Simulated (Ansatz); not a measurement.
# Cu (Fm-3m), work and stress of cleavage

These are results of Ansatz, DFT PBE, scalar-relativistic, plane waves, PAW, not measurements. Cutoff 420 eV, Γ-centred 13×18×5 k-points, Gaussian smearing of 0.15 eV. No spin polarisation. Energies are free energies at this smearing, counted from the undisturbed cell; pressure is positive in compression.

The undisturbed cell (as given, not relaxed at this level; it stands at 1.8 GPa):

```yaml
crystal:
  lattice:
    - [3.61500, 0.00000, 0.00000]
    - [0.00000, 1.80750, -1.80750]
    - [0.00000, 7.23000, 7.23000]
  atoms:
    - { symbol: Cu, position: [0.00000, 0.00000, 0.93750] }
    - { symbol: Cu, position: [0.50000, 0.50000, 0.06250] }
    - { symbol: Cu, position: [0.00000, 0.00000, 0.18750] }
    - { symbol: Cu, position: [0.50000, 0.50000, 0.31250] }
    - { symbol: Cu, position: [0.00000, 0.00000, 0.43750] }
    - { symbol: Cu, position: [0.50000, 0.50000, 0.56250] }
    - { symbol: Cu, position: [0.00000, 0.00000, 0.68750] }
    - { symbol: Cu, position: [0.50000, 0.50000, 0.81250] }
```

The cut lies on the cell's a–b face, a (0 1 1) plane (indices in the standard cell, whose axes needn't be the Cartesian ones shown) of area 9.24 Å², between layers 1.28 Å apart. Vector c is lengthened by d along the normal with the atoms' Cartesian places fixed: one unrelaxed cut a cell. The traction is positive where the two halves pull on each other.

| d (Å) | energy (J/m²) | traction (GPa) |
| --- | --- | --- |
| -0.30 | 0.74 | -57.8 |
| -0.15 | 0.17 | -22.3 |
| 0.00 | 0.00 | -1.8 |
| 0.25 | 0.19 | 14.5 |
| 0.50 | 0.63 | 19.6 |
| 0.75 | 1.13 | 19.5 |
| 1.00 | 1.59 | 17.3 |
| 1.50 | 2.31 | 11.4 |
| 2.00 | 2.75 | 6.7 |
| 3.00 | 3.13 | 1.7 |
| 4.50 | 3.22 | 0.1 |
| 6.00 | 3.23 | 0.0 |

Problem. What are the work of separation and the cleavage stress, and do they fit the universal binding curve?

Solution. The energy levels off near W ≈ 3.23 J/m² (the traction is down to 0.0 GPa), the energy of the two unrelaxed faces, 1.61 J/m² each on average. The largest sampled traction is 19.6 GPa at d = 0.50 Å, and a parabola through it and its two neighbours peaks at σ_max ≈ 20.2 GPa, d ≈ 0.62 Å. The curve E = W[1 − (1 + d/ℓ)exp(−d/ℓ)] peaks in traction at d = ℓ with σ_max = W/(eℓ); with 1 J/m² per Å = 10 GPa this W and σ_max give ℓ = 0.59 Å. A parabola through that curve at the same three d peaks at 0.61 Å, against 0.62 Å here, a fair fit. Real crystals break at far lower stress, because cracks concentrate it, and on the plane of lowest W, which needn't be this one.

The cut is rigid; relaxing the faces lowers these energies and usually the stresses. The start isn't at rest at this level: it stands under 1.8 GPa with forces up to 0.00 eV/Å, so these aren't the figures of the relaxed crystal.

In a metal these slopes depend on the k mesh and the smearing.